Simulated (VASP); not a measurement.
Cs2AgBiBr6:

```
Bi Cs Ag Br
1.0
     0.00000    5.61610    5.61610
     5.61610    0.00000    5.61610
     5.61610    5.61610    0.00000
Bi Cs Ag Br
1 2 1 6
Direct
  0.00000 0.00000 0.00000
  0.75000 0.75000 0.75000
  0.25000 0.25000 0.25000
  0.50000 0.50000 0.50000
  0.74945 0.74945 0.25055
  0.25055 0.25055 0.74945
  0.74945 0.25055 0.25055
  0.74945 0.25055 0.74945
  0.25055 0.74945 0.74945
  0.25055 0.74945 0.25055
```

* Program: VASP 6.6.1
* Task: relaxation of cell and atoms
* Functional: AM05
* Potentials or basis: VASP PAW PBE potentials, release 64 (Bi_d, Cs_sv, Ag, Br)
* Cutoff: 600 eV
* k mesh: 3 × 3 × 3
* Occupations: fermi-dirac, width 0.05 eV
* Spin: no spin polarisation

At the start: pressure 0.8 GPa; volume 35.43 Å³/atom.

**Question.** How do energy, volume and symmetry change on relaxing?

**Answer.** Over 5 steps the energy falls by 3.6 meV/atom and the volume is 36.16 Å³/atom (+2.1 %); space group Fm-3m (No. 225, to 0.05 Å).

Step by step:
```csv
step,energy change (eV),largest force (eV/Å),pressure (GPa),volume (Å³)
1,0.0000,0.2651,0.76,354.27
2,-0.0332,0.0747,0.01,362.97
3,-0.0336,0.0543,-0.07,363.98
4,-0.0347,0.0372,-0.05,363.25
5,-0.0356,0.0015,0.01,361.64
```

Final structure:
```xyz
10
Lattice="0.0000 5.6548 5.6548 5.6548 0.0000 5.6548 5.6548 5.6548 0.0000" Properties=species:S:1:pos:R:3 pbc="T T T"
Bi    0.0000    0.0000    0.0000
Cs    8.4822    8.4822    8.4822
Cs    2.8274    2.8274    2.8274
Ag    5.6548    5.6548    5.6548
Br    5.6548    5.6548    8.4522
Br    5.6548    5.6548    2.8574
Br    2.8574    5.6548    5.6548
Br    5.6548    8.4522    5.6548
Br    8.4522    5.6548    5.6548
Br    5.6548    2.8574    5.6548
```

Caveat: the PAW data sets were made with another functional, which shifts forces and pressure a little.
